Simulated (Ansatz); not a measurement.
Computed with DFT PBE, scalar-relativistic, plane waves, PAW in Ansatz. Settings: cutoff 420 eV, Γ-centred meshes spaced at most about 0.3 Å⁻¹, and about 0.25 Å⁻¹ or finer for metals (2π included), Gaussian smearing. Collinear spin in cells that started with moments and kept them past the coarse steps, no spin elsewhere.

Each of these unrelaxed guesses is relaxed in cell and atoms within its symmetry. A guess keeps its type if space group and coordination stay and the shape of the cell changes little (axis ratios within about 15 %, angles within 6°); the volume may change.

1. SnGe4

```
Sn Ge
1.0
     1.54942    0.89456   12.65097
    -1.54942    0.89456   12.65097
     0.00000   -1.78912   12.65097
Sn Ge
1 4
Direct
  0.00000 0.00000 0.00000
  0.60000 0.60000 0.60000
  0.20000 0.20000 0.20000
  0.80000 0.80000 0.80000
  0.40000 0.40000 0.40000
```

2. MnH4 (collinear spin from parallel moments)

```
Mn H
1.0
     2.90422    0.00000    0.00000
     0.00000    2.90422    0.00000
     0.00000    0.00000    5.65505
Mn H
1 4
Direct
  0.50000 0.50000 0.50000
  0.00000 0.50000 0.14209
  0.50000 0.00000 0.14209
  0.00000 0.50000 0.85791
  0.50000 0.00000 0.85791
```

Problem. Which keep their type?

Solution. Guess 1 keeps its type.

```csv
guess,kept,start group,end group,V start (Å³/atom),V end,"b/a and c/a, end over start",nearest neighbours start,nearest neighbours end
1,yes,R-3m,R-3m,21.0,21.5,"1.00, 0.93","Ge 12, Sn 12","Ge 12, Sn 12"
2,no,P4/mmm,P4/mmm,9.5,7.3,"1.00, 1.01","H 1, Mn 8","H 6, Mn 8"
```

Neighbours count within 15 % of an atom's shortest distance; end groups are read at 0.02 Å (0.05 Å in metals).

Weakly bound directions are ill-defined at this level, which has no dispersion term (MnH4 P4/mmm). The magnetic state reached may not be the lowest. Cells relaxed within their symmetry can be saddle points.
